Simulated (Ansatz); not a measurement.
**Equation of state of Os from a dense series**

```xyz
2
Lattice="2.7341 0.0000 0.0000 -1.3670 2.3678 0.0000 0.0000 0.0000 4.3197" Properties=species:S:1:pos:R:3 pbc="T T T"
Os    0.0000    1.5785    1.0799
Os    1.3670    0.7893    3.2398
```

Atom numbers follow the list: Os1, Os2.

Conventional cell: a = 2.734 Å, b = 2.734 Å, c = 4.320 Å, α = 90.00°, β = 90.00°, γ = 120.00°. Around Os (atom 1) lie 12 Os at 2.68 to 2.73 Å.

The cell comes from COD entry 9017843, which wasn't checked; take it as a given geometry.

Spin–orbit coupling is left out, though it moves levels of the heavy atoms by tenths of an eV or more.

All numbers below come from Ansatz 0.2.0, DFT, PBE, all-electron LAPW, scalar-relativistic.

Settings: a Γ-centred 15×15×9 k mesh, Fermi–Dirac smearing of 0.05 eV, basis error target 0.5 meV/atom, no spin polarisation.

The cell is scaled evenly. Fractional coordinates are held (clamped ions).

```json
{"V (Å³/atom)": "13.143", "P (GPa)": "39.93"}
{"V (Å³/atom)": "13.283", "P (GPa)": "33.95"}
{"V (Å³/atom)": "13.423", "P (GPa)": "28.30"}
{"V (Å³/atom)": "13.633", "P (GPa)": "20.40"}
{"V (Å³/atom)": "13.703", "P (GPa)": "17.91"}
{"V (Å³/atom)": "13.843", "P (GPa)": "13.14"}
{"V (Å³/atom)": "13.982", "P (GPa)": "8.64"}
{"V (Å³/atom)": "14.122", "P (GPa)": "4.38"}
{"V (Å³/atom)": "14.262", "P (GPa)": "0.35"}
{"V (Å³/atom)": "14.332", "P (GPa)": "-1.58"}
{"V (Å³/atom)": "14.542", "P (GPa)": "-7.04"}
{"V (Å³/atom)": "14.821", "P (GPa)": "-13.64"}
```

Q: Fit a third-order Birch–Murnaghan curve to the pressures.

A: P = (3B0/2)(y^(7/2) − y^(5/2))[1 + (3/4)(B0′ − 4)(y − 1)] with y = (V0/V)^(2/3) fits within 0.01 GPa for V0 = 14.275 Å³/atom, B0 = 397.2 GPa and B0′ = 4.76.

Q: Predict the pressure at the withheld volume, 14.682 Å³/atom.

A: There y = 0.9814, so the fit gives -10.44 GPa; the run gave -10.44 GPa.
